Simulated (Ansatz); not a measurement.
# TiAl: symmetry broken, then relaxed

Aim: for TiAl, break the symmetry and see whether a relaxation comes back.

Computed with Ansatz 0.2.0 (DFT r2SCAN, scalar-relativistic, plane waves, PAW, unless a step's input says otherwise).

1 further run of the same task is left out (set aside as unsound or not needed).

## 1. The structure to begin with

The structure is cubic, space group Pm-3m (No. 221). The conventional cell has a = 3.171 Å, b = 3.171 Å, c = 3.171 Å, α = 90.00°, β = 90.00°, γ = 90.00°. Ti (site symmetry m-3m) is surrounded by 8 Al at 2.75 Å. Al (site symmetry m-3m) has 8 Ti at 2.75 Å as nearest neighbours.

Coordinates:

```cif
data_structure
_symmetry_space_group_name_H-M 'P 1'
_symmetry_Int_Tables_number 1
_cell_length_a 3.1713
_cell_length_b 3.1713
_cell_length_c 3.1713
_cell_angle_alpha 90.000
_cell_angle_beta 90.000
_cell_angle_gamma 90.000
_cell_volume 31.90
loop_
_atom_site_label
_atom_site_type_symbol
_atom_site_fract_x
_atom_site_fract_y
_atom_site_fract_z
_atom_site_occupancy
Ti1 Ti 0.00000 0.00000 0.00000 1
Al1 Al 0.50000 0.50000 0.50000 1
```

It goes back to an entry of the Materials Project, which need not be the stable form.

This cell was relaxed beforehand with the same method: volume 15.95 Å³/atom, gap on the mesh none (metal).

## 2. The reference cell

Reference values: F = -3045.4186 eV; pressure 0.01 GPa; largest force 0.000 eV/Å; gap on the mesh none (metal). It was computed beforehand with the settings of the runs below.

## 3. Breaking the symmetry

Cell sheared at random, sigma 0.06, atoms nudged by 0.01 Å. Displacements in the unstrained cell, with the mean shift removed:

| atom | ux (Å) | uy (Å) | uz (Å) |
| --- | --- | --- | --- |
| Ti1 | 0.009 | -0.005 | 0.004 |
| Al2 | -0.009 | 0.005 | -0.004 |

Strain (xx, yy, zz, yz, xz, xy; engineering shear): (0.0295, -0.0402, 0.0107, -0.0361, 0.0584, -0.0526).

## 4. The disturbed cell, one point

input.yaml reads:

```yaml
crystal:
  lattice:
    - [3.2647517932, -0.0834800277, 0.0926664972]
    - [-0.0834800277, 3.0440011994, -0.0573070299]
    - [0.0926664972, -0.0573070299, 3.205283943]
  atoms:
    - { symbol: Ti, position: [0.0028794425, -0.0017245887, 0.0012062989] }
    - { symbol: Al, position: [0.4971205575, 0.5017245887, 0.4987937011] }
basis:
  ecutwfc: 500
kpoints:
  mp_grid: { grid: [10, 10, 10] }
hamiltonian:
  xc: r2scan
scf:
  occupations: { method: gaussian, width: 0.15 }
output:
  forces: true
  stress: true
  eigenvalues: true
  write_density: true
  write_potential: true
  elf: true
  volumetric_format: npy
```

The run is started by

```sh
$ ansatz run input.yaml --threads 1 --pin off --max-ram 2560MiB --backend cpu --events-out ev --progress --plain --runs-dir out
```

The session goes on with these runs: relaxing from there.

What does the calculation give? Wanted: end of the relaxation, from the reference; final space group; volume change.

The runs gave:

| quantity | value |
| --- | --- |
| cost of the disturbance | 23.4 meV/atom |
| end of the relaxation, from the reference | -138.9 meV/atom |
| final space group | P4/mmm (tolerance 0.05 Å; reference Pm-3m) |
| volume change | +0.74 % |

**Reading.** It ends 138.9 meV/atom below the reference in P4/mmm: the more symmetric structure was not the lowest nearby.
